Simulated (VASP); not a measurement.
LiCl:

```xyz
2
Lattice="0.0000 2.5648 2.5648 2.5648 0.0000 2.5648 2.5648 2.5648 0.0000" Properties=species:S:1:pos:R:3 pbc="T T T"
Li    0.0000    0.0000    0.0000
Cl    2.5648    2.5648    2.5648
```

- Program: VASP 6.6.1
- Task: relaxation of cell and atoms
- Functional: LDA
- Potentials or basis: VASP PAW LDA potentials, release 64 (Li_sv, Cl)
- Cutoff: 600 eV
- k mesh: 10 × 10 × 10
- Occupations: gaussian, width 0.03 eV
- Spin: no spin polarisation

At the start: pressure -3.3 GPa; volume 16.87 Å³/atom.

**Question.** Where does the relaxation end?

**Answer.** Over 4 steps the energy falls by 18.2 meV/atom and the volume is 15.25 Å³/atom (-9.6 %); space group Fm-3m (No. 225, to 0.05 Å).

The path:
| step | energy change (eV) | largest force (eV/Å) | pressure (GPa) | volume (Å³) |
| --- | --- | --- | --- | --- |
| 1 | 0.0000 | 0.0000 | -3.30 | 33.74 |
| 2 | -0.0271 | 0.0000 | -1.83 | 32.08 |
| 3 | -0.0362 | 0.0000 | -0.24 | 30.70 |
| 4 | -0.0364 | 0.0000 | 0.02 | 30.51 |

Final structure:
```
Li Cl
1.0
     0.00000    2.48001    2.48001
     2.48001    0.00000    2.48001
     2.48001    2.48001    0.00000
Li Cl
1 1
Direct
  0.00000 0.00000 0.00000
  0.50000 0.50000 0.50000
```

Caveat: the cutoff is under 1.25 times the usual one of these potentials, so pressure, stress and relaxed cells hold a basis-set (Pulay) error.
